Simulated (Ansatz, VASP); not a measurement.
**Two plane-wave programs on NaF**

The input INCAR:

```
SYSTEM = NaF
PREC = Accurate
ENCUT = 520
EDIFF = 1E-8
ISMEAR = -1
SIGMA = 0.02
LREAL = .False.
LASPH = .True.
NELM = 100
ALGO = Normal
ISIF = 2
LWAVE = .False.
LCHARG = .False.
GGA = PE
LEFG = .True.
NBANDS = 14
```

The input KPOINTS:

```
Automatic mesh
0
Gamma
  10 10 10
  0 0 0
```

Contents of POSCAR:

```
NaF
1.0
    0.0000000000      2.3688664703      2.3688664703
    2.3688664703      0.0000000000      2.3688664703
    2.3688664703      2.3688664703      0.0000000000
Na F
1 1
Direct
    0.0000000000      0.0000000000      0.0000000000
    0.5000000000      0.5000000000      0.5000000000
```

Input for Ansatz:

```yaml
crystal:
  lattice:
    - [0.0, 2.3688664703, 2.3688664703]
    - [2.3688664703, 0.0, 2.3688664703]
    - [2.3688664703, 2.3688664703, 0.0]
  atoms:
    - { symbol: Na, position: [0.0, 0.0, 0.0] }
    - { symbol: F, position: [0.5, 0.5, 0.5] }
kpoints:
  mp_grid: { grid: [10, 10, 10] }
scf:
  occupations: { method: fermi_dirac, width: 0.02 }
hamiltonian:
  xc: pbe
  pseudopotentials: { kind: paw }
output:
  forces: true
  stress: true
  eigenvalues: true
  efg: { contact_densities: true }
```

Change from the starting cell: volume scaled by 1.06, PAW files.

Alike in both runs: task electric field gradients; functional PBE; k mesh 10 × 10 × 10; occupations fermi-dirac, width 0.02 eV; no spin polarisation.

|  | VASP | Ansatz |
| --- | --- | --- |
| version | VASP 6.6.1 | Ansatz 0.2.0 |
| potentials or method | VASP PAW PBE potentials, release 64 (Na_pv, F) | PAW with Ansatz's default frozen-core files, scalar-relativistic |
| plane-wave cutoff (eV) | 520 | 420 |
| valence electrons in the cell | 14 | 16 |

|  | VASP | Ansatz | Ansatz less VASP |
| --- | --- | --- | --- |
| gap on the k mesh at the Fermi level (eV) | 5.95 | 5.97 | +0.015 |
| pressure (GPa) | -1.1 | -1.0 | +0.15 |
| Vzz of the field gradient on the site that differs most (V/Å²) | 0.0 | 0.0 | 0.00 |

The functional is the same, so the differences come from potentials, cutoffs and numerics. The two sets of potentials don't hold the same shells in valence.

A k mesh can miss the band edges.
